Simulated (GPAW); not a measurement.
# In (P6_3/mmc) in GPAW: settings compared

Aim: see how the results for In move with the level of theory and the settings. Levels: PBEsol, PBEsol+D3, PBEsol+D3(BJ), PBEsol+D3(BJ)+ATM, PBEsol+D4. Tasks: relaxation of cell and atoms.

Everything below comes from runs of GPAW 26.7.0. Logs are shortened: lines on timing, memory, paths and dates and some standing lists are left out, and cuts for length are marked. The log counts tension as positive stress, the text compression.

## Step 1: The structure

It takes space group P6_3/mmc (No. 194, hexagonal). The conventional cell has a = 3.335 Å, b = 3.335 Å, c = 5.509 Å, α = 90.00°, β = 90.00°, γ = 120.00°. In (site symmetry -6m2) is surrounded by 12 In at 3.34 to 3.36 Å.

This isn't the form of In at room conditions, which is tetragonal.

## Step 2: Relaxation of cell and atoms, PBEsol

Input file run.py:

```python
from ase import Atoms
from ase.filters import FrechetCellFilter
from ase.io import write
from ase.optimize import BFGS
from gpaw import GPAW, PW, setup_paths

setup_paths.insert(0, '.')

atoms = Atoms(['In', 'In'],
              cell=[[3.335484782, 0.0, 0.0],
                    [-1.667742391, 2.8886145552, 0.0],
                    [0.0, 0.0, 5.50914292]],
              scaled_positions=[[0.6666666667, 0.3333333333, 0.75],
                                [0.3333333333, 0.6666666667, 0.25]],
              pbc=True)

calc = GPAW(mode=PW(600),
            xc='PBEsol',
            kpts={'size': (8, 8, 4), 'gamma': True},
            occupations={'name': 'fermi-dirac', 'width': 0.05},
            nbands=23,
            convergence={'density': 1e-05, 'forces': 0.0001},
            maxiter=150,
            txt='gpaw.txt')
atoms.calc = calc
opt = BFGS(FrechetCellFilter(atoms), trajectory='relax.traj', logfile='-')
done = opt.run(fmax=0.02, steps=60)
calc.write('gs.gpw')
write('result.traj', atoms)
print('Converged:', done)
print('Cell:', atoms.cell.cellpar().round(4))
print('Volume:', round(atoms.get_volume(), 4))
print(atoms.get_scaled_positions().round(5))
```

Potentials or basis: PAW data sets generated in the run's folder for this functional, pw.

Run with:

```console
$ gpaw-setup -f PBEsol In
$ OMP_NUM_THREADS=1 python run.py
```

gpaw.txt:

```text
__  _  _
 | _ |_)|_||  |
 |__||  | ||/\| - 26.7.0

Input parameters:
  mode=PW(ecut=600.0),
  convergence={'density': 1e-05, 'forces': 0.0001},
  kpts=MonkhorstPack(size=(8, 8, 4), gamma=True),
  maxiter=150,
  nbands=23,
  occupations=Occupations(name='fermi-dirac', width=0.05),
  xc=XC(name='PBEsol')

Diagonalizing LCAO Hamiltonian
Converting LCAO to pw mode

           In

        In

Atoms  # Å, Bohr magnetons
|   | symbol |         x |        y |        z |    initial magnetic moments |
|---|--------|-----------|----------|----------|-----------------------------|
| 0 |     In |  1.667742 | 0.962872 | 4.131857 | ( 0.0000,  0.0000,  0.0000) |
| 1 |     In | -0.000000 | 1.925743 | 1.377286 | ( 0.0000,  0.0000,  0.0000) |

Unit cell  # Å
| periodic |         x |        y |        z |  lengths |     angles |
|----------|-----------|----------|----------|----------|------------|
|      yes |  3.335485 | 0.000000 | 0.000000 | 3.335485 |  90.000000 |
|      yes | -1.667742 | 2.888615 | 0.000000 | 3.335485 |  90.000000 |
|      yes |  0.000000 | 0.000000 | 5.509143 | 5.509143 | 120.000000 |

Number of symmetries: 12
Symmetry operations  # r_c * U_cc + t_c -> r_c
|    | kind |            matrix            |
|----|------|------------------------------|
|  0 |  σ   |  1, 1, 0,  0,-1, 0,  0, 0, 1 |
|  1 |  S6  |  1, 1, 0, -1, 0, 0,  0, 0,-1 |
|  2 |  E   |  1, 0, 0,  0, 1, 0,  0, 0, 1 |
|  3 |  C2  |  1, 0, 0, -1,-1, 0,  0, 0,-1 |
|  4 |  C2  |  0, 1, 0,  1, 0, 0,  0, 0,-1 |
|  5 |  C3  |  0, 1, 0, -1,-1, 0,  0, 0, 1 |
|  6 |  S6  |  0,-1, 0,  1, 1, 0,  0, 0,-1 |
|  7 |  σ   |  0,-1, 0, -1, 0, 0,  0, 0, 1 |
|  8 |  σ   | -1, 0, 0,  1, 1, 0,  0, 0, 1 |
[... 169 lines left out ...]
No gap
No difference between direct/indirect transitions

Stress tensor  # eV/Ang^3
|         x |         y |        z |
|-----------|-----------|----------|
|  0.013185 | -0.000000 | 0.000000 |
| -0.000000 |  0.013185 | 0.000000 |
|  0.000000 |  0.000000 | 0.004384 |

Forces  # eV/Ang
|       x |        y |        z |
|---------|----------|----------|
| 0.00000 |  0.00000 |  0.00001 |  # In   0
| 0.00000 | -0.00000 | -0.00001 |  # In   1

Interpolating wave functions to new cell

           In
[... 198 lines left out ...]
No gap
No difference between direct/indirect transitions

Stress tensor  # eV/Ang^3
|         x |         y |        z |
|-----------|-----------|----------|
|  0.012292 | -0.000000 | 0.000000 |
| -0.000000 |  0.012292 | 0.000000 |
|  0.000000 |  0.000000 | 0.002390 |

Forces  # eV/Ang
|        x |        y |        z |
|----------|----------|----------|
| -0.00000 |  0.00000 | -0.00000 |  # In   0
|  0.00000 | -0.00000 |  0.00000 |  # In   1

Interpolating wave functions to new cell

           In
[... 199 lines left out ...]
No gap
No difference between direct/indirect transitions

Stress tensor  # eV/Ang^3
|         x |         y |         z |
|-----------|-----------|-----------|
| -0.002401 |  0.000000 |  0.000000 |
|  0.000000 | -0.002401 |  0.000000 |
|  0.000000 |  0.000000 | -0.015357 |

Forces  # eV/Ang
|       x |        y |        z |
|---------|----------|----------|
| 0.00000 | -0.00000 | -0.00001 |  # In   0
| 0.00000 |  0.00000 |  0.00001 |  # In   1

Interpolating wave functions to new cell

           In
[... 142 lines left out ...]
SCF iterations
|iter     | |      energy | eigst |  dens |force |
|---------|-|-------------|-------|-------|------|
|iter:   1| |   -6.324986 | -1.70 |       |      |
|iter:   2| |   -6.322900 | -4.14 | -2.15 |      |
|iter:   3| |   -6.313666c| -3.66 | -2.19 |      |
|iter:   4| |   -6.313763c| -4.59 | -2.87 |      |
|iter:   5| |   -6.313864c| -4.73 | -3.19 |      |
|iter:   6| |   -6.313863c| -6.79 | -4.25 |      |
|iter:   7| |   -6.313863c| -8.61c| -4.72 |      |
|iter:   8| |   -6.313863c| -9.22c| -5.48c|      |
|iter:   9| |   -6.313863c| -9.49c| -5.73c|-3.57 |
|iter:  10| |   -6.313863c|-10.00c| -6.22c|-4.62c|

Converged in 10 steps
Energy contributions relative to reference atoms: (reference = -319805.218446)

Energy contributions:
  Kinetic:          22.511210
  Coulomb:         -20.178595
  Zero:              0.317790
  External:          0.000000
  Xc:               -8.958964
  Entropy:          -0.010607
  Spinorbit:         0.000000
  ----------------------------
  Free energy:      -6.319167
  Extrapolated:     -6.313863
[... 28 lines left out ...]
No gap
No difference between direct/indirect transitions

Stress tensor  # eV/Ang^3
|         x |         y |         z |
|-----------|-----------|-----------|
|  0.002002 | -0.000000 |  0.000000 |
| -0.000000 |  0.002002 | -0.000000 |
|  0.000000 | -0.000000 | -0.011861 |

Forces  # eV/Ang
|        x |       y |        z |
|----------|---------|----------|
| -0.00000 | 0.00000 | -0.00000 |  # In   0
|  0.00000 | 0.00000 |  0.00000 |  # In   1

Interpolating wave functions to new cell

           In
[... 198 lines left out ...]
No gap
No difference between direct/indirect transitions

Stress tensor  # eV/Ang^3
|        x |        y |         z |
|----------|----------|-----------|
| 0.002745 | 0.000000 |  0.000000 |
| 0.000000 | 0.002745 |  0.000000 |
| 0.000000 | 0.000000 | -0.010000 |

Forces  # eV/Ang
|       x |       y |        z |
|---------|---------|----------|
| 0.00000 | 0.00000 |  0.00001 |  # In   0
| 0.00000 | 0.00000 | -0.00001 |  # In   1

Interpolating wave functions to new cell

           In
[... 199 lines left out ...]
No gap
No difference between direct/indirect transitions

Stress tensor  # eV/Ang^3
|         x |         y |         z |
|-----------|-----------|-----------|
|  0.006605 | -0.000000 |  0.000000 |
|  0.000000 |  0.006605 | -0.000000 |
| -0.000000 | -0.000000 | -0.011548 |

Forces  # eV/Ang
|        x |        y |        z |
|----------|----------|----------|
|  0.00000 | -0.00000 |  0.00001 |  # In   0
| -0.00000 |  0.00000 | -0.00001 |  # In   1

Interpolating wave functions to new cell

           In
[... 199 lines left out ...]
No gap
No difference between direct/indirect transitions

Stress tensor  # eV/Ang^3
|         x |         y |        z |
|-----------|-----------|----------|
| -0.014778 | -0.000000 | 0.000000 |
| -0.000000 | -0.014778 | 0.000000 |
|  0.000000 |  0.000000 | 0.018320 |

Forces  # eV/Ang
|        x |       y |        z |
|----------|---------|----------|
| -0.00000 | 0.00000 | -0.00007 |  # In   0
|  0.00000 | 0.00000 |  0.00007 |  # In   1

Interpolating wave functions to new cell

           In
[... 198 lines left out ...]
No gap
No difference between direct/indirect transitions

Stress tensor  # eV/Ang^3
|         x |         y |        z |
|-----------|-----------|----------|
| -0.000599 |  0.000000 | 0.000000 |
|  0.000000 | -0.000599 | 0.000000 |
|  0.000000 |  0.000000 | 0.002662 |

Forces  # eV/Ang
|        x |       y |        z |
|----------|---------|----------|
|  0.00000 | 0.00000 | -0.00001 |  # In   0
| -0.00000 | 0.00000 |  0.00001 |  # In   1

Interpolating wave functions to new cell

           In
[... 198 lines left out ...]
No gap
No difference between direct/indirect transitions

Stress tensor  # eV/Ang^3
|         x |         y |         z |
|-----------|-----------|-----------|
|  0.000816 | -0.000000 |  0.000000 |
| -0.000000 |  0.000816 |  0.000000 |
|  0.000000 |  0.000000 | -0.001474 |

Forces  # eV/Ang
|        x |       y |        z |
|----------|---------|----------|
| -0.00000 | 0.00000 |  0.00004 |  # In   0
|  0.00000 | 0.00000 | -0.00004 |  # In   1

Interpolating wave functions to new cell

           In
[... 197 lines left out ...]
No gap
No difference between direct/indirect transitions

Stress tensor  # eV/Ang^3
|        x |        y |         z |
|----------|----------|-----------|
| 0.000040 | 0.000000 |  0.000000 |
| 0.000000 | 0.000040 | -0.000000 |
| 0.000000 | 0.000000 |  0.000022 |

Forces  # eV/Ang
|        x |       y |        z |
|----------|---------|----------|
| -0.00000 | 0.00000 |  0.00004 |  # In   0
|  0.00000 | 0.00000 | -0.00004 |  # In   1

# Writing to gs.gpw (mode='')
```

Run time: 2.9 min. Hardware: 1 thread of Arm Neoverse V2, shared host; peak memory 0.3 GiB.

Results:

* Free energy: -6.3501 eV
* Relaxed volume: 25.82 Å³/atom
* Relaxed cell: a = 3.206 Å, b = 3.206 Å, c = 5.804 Å, α = 90.00°, β = 90.00°, γ = 120.00°
* Space group after relaxing (to 0.05 Å): P6_3/mmc (No. 194)
* Energy gained by relaxing: 26.4 meV/atom
* Ionic steps: 10
* Pressure after relaxing: 0.0 GPa
* Band gap on the k mesh: none (metal or under the smearing width)

The path:
```csv
step,energy change (eV),largest force (eV/Å),pressure (GPa),volume (Å³)
1,0.0000,0.0000,-1.64,53.08
2,-0.0034,0.0000,-1.44,52.77
3,-0.0204,0.0000,1.08,49.73
4,-0.0225,0.0000,0.42,50.40
5,-0.0246,0.0000,0.24,50.61
6,-0.0388,0.0000,-0.09,51.32
7,0.0095,0.0001,0.60,52.25
8,-0.0526,0.0000,-0.08,51.81
9,-0.0525,0.0000,-0.01,51.60
10,-0.0527,0.0000,-0.01,51.65
```

Final structure:
```xyz
2
Lattice="3.2056 0.0000 0.0000 -1.6028 2.7761 0.0000 0.0000 0.0000 5.8035" Properties=species:S:1:pos:R:3 pbc="T T T"
In    1.6028    0.9254    4.3526
In    0.0000    1.8507    1.4509
```

Caveat: later steps reuse the first step's grids.

## Step 3: Relaxation of cell and atoms, PBEsol+D3

run.py, as its differences from that of step 2:

```diff
@@ -1,2 +1,3 @@
 from ase import Atoms
+from ase.calculators.mixing import SumCalculator
 from ase.filters import FrechetCellFilter
@@ -4,2 +5,3 @@
 from ase.optimize import BFGS
+from dftd3.ase import DFTD3
 from gpaw import GPAW, PW, setup_paths
@@ -24,3 +26,3 @@
             txt='gpaw.txt')
-atoms.calc = calc
+atoms.calc = SumCalculator([calc, DFTD3(method='pbesol', damping='d3zero')])
 opt = BFGS(FrechetCellFilter(atoms), trajectory='relax.traj', logfile='-')
```

Potentials or basis: PAW data sets generated in the run's folder for this functional, pw.

Run with:

```console
$ gpaw-setup -f PBEsol In
$ OMP_NUM_THREADS=1 python run.py
```

gpaw.txt:

```text
__  _  _
 | _ |_)|_||  |
 |__||  | ||/\| - 26.7.0

Input parameters:
  mode=PW(ecut=600.0),
  convergence={'density': 1e-05, 'forces': 0.0001},
  kpts=MonkhorstPack(size=(8, 8, 4), gamma=True),
  maxiter=150,
  nbands=23,
  occupations=Occupations(name='fermi-dirac', width=0.05),
  xc=XC(name='PBEsol')

Diagonalizing LCAO Hamiltonian
Converting LCAO to pw mode

           In

        In

Atoms  # Å, Bohr magnetons
|   | symbol |         x |        y |        z |    initial magnetic moments |
|---|--------|-----------|----------|----------|-----------------------------|
| 0 |     In |  1.667742 | 0.962872 | 4.131857 | ( 0.0000,  0.0000,  0.0000) |
| 1 |     In | -0.000000 | 1.925743 | 1.377286 | ( 0.0000,  0.0000,  0.0000) |

Unit cell  # Å
| periodic |         x |        y |        z |  lengths |     angles |
|----------|-----------|----------|----------|----------|------------|
|      yes |  3.335485 | 0.000000 | 0.000000 | 3.335485 |  90.000000 |
|      yes | -1.667742 | 2.888615 | 0.000000 | 3.335485 |  90.000000 |
|      yes |  0.000000 | 0.000000 | 5.509143 | 5.509143 | 120.000000 |

Number of symmetries: 12
Symmetry operations  # r_c * U_cc + t_c -> r_c
|    | kind |            matrix            |
|----|------|------------------------------|
|  0 |  σ   |  1, 1, 0,  0,-1, 0,  0, 0, 1 |
|  1 |  S6  |  1, 1, 0, -1, 0, 0,  0, 0,-1 |
|  2 |  E   |  1, 0, 0,  0, 1, 0,  0, 0, 1 |
|  3 |  C2  |  1, 0, 0, -1,-1, 0,  0, 0,-1 |
|  4 |  C2  |  0, 1, 0,  1, 0, 0,  0, 0,-1 |
|  5 |  C3  |  0, 1, 0, -1,-1, 0,  0, 0, 1 |
|  6 |  S6  |  0,-1, 0,  1, 1, 0,  0, 0,-1 |
|  7 |  σ   |  0,-1, 0, -1, 0, 0,  0, 0, 1 |
|  8 |  σ   | -1, 0, 0,  1, 1, 0,  0, 0, 1 |
|  9 |  i   | -1, 0, 0,  0,-1, 0,  0, 0,-1 |
| 10 |  C3  | -1,-1, 0,  1, 0, 0,  0, 0, 1 |
| 11 |  C2  | -1,-1, 0,  0, 1, 0,  0, 0,-1 |
[... 161 lines left out ...]
|         19 |        18.064 |     0.000 |
|         20 |        20.449 |     0.000 |
|        ... |               |           |
|         22 |        20.960 |     0.000 |

No gap
No difference between direct/indirect transitions

Stress tensor  # eV/Ang^3
|         x |         y |        z |
|-----------|-----------|----------|
|  0.013185 | -0.000000 | 0.000000 |
| -0.000000 |  0.013185 | 0.000000 |
|  0.000000 |  0.000000 | 0.004384 |

Forces  # eV/Ang
|       x |        y |        z |
|---------|----------|----------|
| 0.00000 |  0.00000 |  0.00001 |  # In   0
| 0.00000 | -0.00000 | -0.00001 |  # In   1

Interpolating wave functions to new cell

           In

        In

Atoms  # Å, Bohr magnetons
|   | symbol |         x |        y |        z |    initial magnetic moments |
|---|--------|-----------|----------|----------|-----------------------------|
| 0 |     In |  1.661367 | 0.959191 | 4.123206 | ( 0.0000,  0.0000,  0.0000) |
| 1 |     In | -0.000000 | 1.918382 | 1.374402 | ( 0.0000,  0.0000,  0.0000) |
[... 134 lines left out ...]
SCF iterations
|iter     | |      energy | eigst |  dens |force |
|---------|-|-------------|-------|-------|------|
|iter:   1| |   -6.302560 | -2.05 |       |      |
|iter:   2| |   -6.301415 | -4.42 | -2.28 |      |
|iter:   3| |   -6.296407c| -3.90 | -2.32 |      |
|iter:   4| |   -6.296468c| -4.84 | -3.00 |      |
|iter:   5| |   -6.296531c| -5.01 | -3.33 |      |
|iter:   6| |   -6.296530c| -7.30 | -4.36 |      |
|iter:   7| |   -6.296529c| -7.48c| -4.85 |      |
|iter:   8| |   -6.296529c| -8.86c| -5.58c|      |
|iter:   9| |   -6.296529c| -9.32c| -5.81c|-3.60 |
|iter:  10| |   -6.296529c|-10.10c| -6.38c|-4.38c|

Converged in 10 steps
Energy contributions relative to reference atoms: (reference = -319805.218446)

Energy contributions:
  Kinetic:          20.649443
  Coulomb:         -18.877127
  Zero:              0.315705
  External:          0.000000
  Xc:               -8.376695
  Entropy:          -0.015712
  Spinorbit:         0.000000
  ----------------------------
  Free energy:      -6.304386
  Extrapolated:     -6.296529
[... 1774 lines left out ...]
Forces  # eV/Ang
|        x |        y |        z |
|----------|----------|----------|
| -0.00000 |  0.00000 |  0.00004 |  # In   0
|  0.00000 | -0.00000 | -0.00004 |  # In   1

# Writing to gs.gpw (mode='')
```

It took 2.9 min on 1 thread of Arm Neoverse V2, shared host; peak memory 0.33 GiB.

What came out:

- Free energy: -6.6708 eV
- Relaxed volume: 25.10 Å³/atom
- Relaxed cell: a = 3.178 Å, b = 3.178 Å, c = 5.739 Å, α = 90.00°, β = 90.00°, γ = 120.00°
- Space group after relaxing (to 0.05 Å): P6_3/mmc (No. 194)
- Energy gained by relaxing: 35.5 meV/atom
- Ionic steps: 10
- Pressure after relaxing: 0.0 GPa
- Band gap on the k mesh: none (metal or under the smearing width)
- Dispersion energy per atom: -0.163 eV

The path:
| step | energy change (eV) | largest force (eV/Å) | pressure (GPa) | volume (Å³) |
| --- | --- | --- | --- | --- |
| 1 | 0.0000 | 0.0000 | -2.75 | 53.08 |
| 2 | -0.0088 | 0.0000 | -2.43 | 52.56 |
| 3 | -0.0410 | 0.0000 | 1.12 | 48.44 |
| 4 | -0.0440 | 0.0000 | 0.25 | 49.24 |
| 5 | -0.0461 | 0.0000 | 0.10 | 49.39 |
| 6 | -0.0570 | 0.0000 | -0.03 | 49.74 |
| 7 | 0.0184 | 0.0000 | 0.87 | 50.77 |
| 8 | -0.0704 | 0.0001 | 0.04 | 50.28 |
| 9 | -0.0702 | 0.0000 | -0.03 | 50.10 |
| 10 | -0.0710 | 0.0000 | 0.00 | 50.20 |

Final structure:
```
In
1.0
     3.17827    0.00000    0.00000
    -1.58913    2.75246    0.00000
     0.00000    0.00000    5.73896
In
2
Direct
  0.66667 0.33333 0.75000
  0.33333 0.66667 0.25000
```

Levels at points of the mesh, in eV from the Fermi level:
```csv
k point,band 9,band 10,band 11,band 12,band 13,band 14,band 15,band 16,band 17,band 18
"(0.00, 0.00, 0.00)",-14.22,-14.22,-9.91,-5.47,-3.96,8.39,9.95,9.95,11.62,11.62
"(0.00, 0.00, 0.50)",-14.28,-14.28,-8.66,-8.66,1.64,1.64,10.85,10.85,10.85,10.85
"(0.50, 0.50, 0.00)",-14.12,-14.10,-4.55,-4.11,-0.37,-0.28,0.85,2.81,4.99,8.64
"(0.50, 0.50, 0.50)",-14.11,-14.11,-3.39,-3.39,-2.84,-2.84,5.43,5.43,6.35,6.35
```

Caveat: later steps reuse the first step's grids; pairwise dispersion overbinds metals, which lowers pressure and volume.

## Step 4: Relaxation of cell and atoms, PBEsol+D3(BJ)

run.py, as its differences from that of step 3:

```diff
@@ -26,3 +26,3 @@
             txt='gpaw.txt')
-atoms.calc = SumCalculator([calc, DFTD3(method='pbesol', damping='d3zero')])
+atoms.calc = SumCalculator([calc, DFTD3(method='pbesol', damping='d3bj')])
 opt = BFGS(FrechetCellFilter(atoms), trajectory='relax.traj', logfile='-')
```

Run with:

```console
$ gpaw-setup -f PBEsol In
$ OMP_NUM_THREADS=1 python run.py
```

Wall time 2.8 min (1 thread of Arm Neoverse V2, shared host); peak memory 0.32 GiB.

The run converged. Its results:

| Quantity | Value |
| --- | --- |
| Free energy | -7.0961 eV |
| Relaxed volume | 24.44 Å³/atom |
| Relaxed cell | a = 3.158 Å, b = 3.158 Å, c = 5.660 Å, α = 90.00°, β = 90.00°, γ = 120.00° |
| Space group after relaxing (to 0.05 Å) | P6_3/mmc (No. 194) |
| Energy gained by relaxing | 46.4 meV/atom |
| Ionic steps | 10 |
| Pressure after relaxing | 0.0 GPa |
| Band gap on the k mesh | none (metal or under the smearing width) |
| Dispersion energy per atom | -0.384 eV |

The path:
```csv
step,energy change (eV),largest force (eV/Å),pressure (GPa),volume (Å³)
1,0.0000,0.0000,-3.85,53.08
2,-0.0167,0.0000,-3.42,52.36
3,-0.0676,0.0000,1.46,47.13
4,-0.0726,0.0000,0.06,48.28
5,-0.0744,0.0000,0.08,48.26
6,-0.0842,0.0000,0.15,48.31
7,0.0265,0.0000,1.71,48.91
8,-0.0926,0.0000,0.07,48.85
9,-0.0928,0.0000,0.00,48.85
10,-0.0928,0.0000,0.00,48.88
```

Final structure:
```
In
1.0
     3.15788    0.00000    0.00000
    -1.57894    2.73480    0.00000
     0.00000    0.00000    5.65986
In
2
Cartesian
  1.5789 0.9116 4.2449
  0.0000 1.8232 1.4150
```

Levels at points of the mesh, in eV from the Fermi level:
| k point | band 9 | band 10 | band 11 | band 12 | band 13 | band 14 | band 15 | band 16 | band 17 | band 18 |
| --- | --- | --- | --- | --- | --- | --- | --- | --- | --- | --- |
| (0.00, 0.00, 0.00) | -14.22 | -14.22 | -10.10 | -5.42 | -4.06 | 8.74 | 10.07 | 10.07 | 11.70 | 11.80 |
| (0.00, 0.00, 0.50) | -14.29 | -14.29 | -8.80 | -8.80 | 1.79 | 1.79 | 11.01 | 11.01 | 11.01 | 11.01 |
| (0.50, 0.50, 0.00) | -14.12 | -14.11 | -4.63 | -4.22 | -0.32 | -0.15 | 0.83 | 2.85 | 5.00 | 8.72 |
| (0.50, 0.50, 0.50) | -14.11 | -14.11 | -3.43 | -3.43 | -2.89 | -2.89 | 5.61 | 5.61 | 6.42 | 6.42 |

Caveat: later steps reuse the first step's grids; pairwise dispersion overbinds metals, which lowers pressure and volume.

[end of part 1 of 2]
